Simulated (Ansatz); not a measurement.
The system is MoSe2.

```xyz
6
Lattice="3.2880 0.0000 0.0000 -1.6440 2.8475 0.0000 0.0000 0.0000 12.9000" Properties=species:S:1:pos:R:3 pbc="T T T"
Mo    1.6440    0.9492    9.6750
Mo    0.0000    1.8983    3.2250
Se    1.6440    0.9492    4.8375
Se    0.0000    1.8983   11.2875
Se    1.6440    0.9492    1.6125
Se    0.0000    1.8983    8.0625
```

Base run:

| Item | Value |
| --- | --- |
| Program | Ansatz 0.2.0 |
| Functional | PBE |
| Potentials or basis | Ansatz PAW |
| Cutoff | 420 eV (not typed: the program's choice for these potentials) |
| k mesh | 9 × 9 × 2 |
| Occupations | gaussian, width 0.013 eV |
| Spin | no spin polarisation |

Its results: band gap on the k mesh 0.89 eV, indirect (least direct gap 1.38 eV); pressure 8.0 GPa; largest force 1.102 eV/Å.

Problem. The run is repeated on the same cell with these changes: functional from PBE to PBEsol; occupations from gaussian, width 0.013 eV to fermi-dirac, width 0.05 eV. What comes out?

Solution. Band gap on the k mesh 0.88 eV, indirect (least direct gap 1.38 eV); pressure 3.2 GPa; largest force 0.795 eV/Å.

Caveats: the cell's inner coordinates are idealised or old, which leaves forces on the atoms; this functional lacks dispersion, which binds the layers, so the pressure and a relaxed spacing across them are unreliable; odd divisions of the mesh miss points on the zone boundary, where band edges often lie, so the gap on the mesh can be too wide (some runs); the k mesh misses the band edges, so the gap on the mesh is wider than the one along the path (some runs); the PAW data sets come from PBE, with cores solved anew for the run's functional, which leaves a small shift of forces and pressure (some runs).
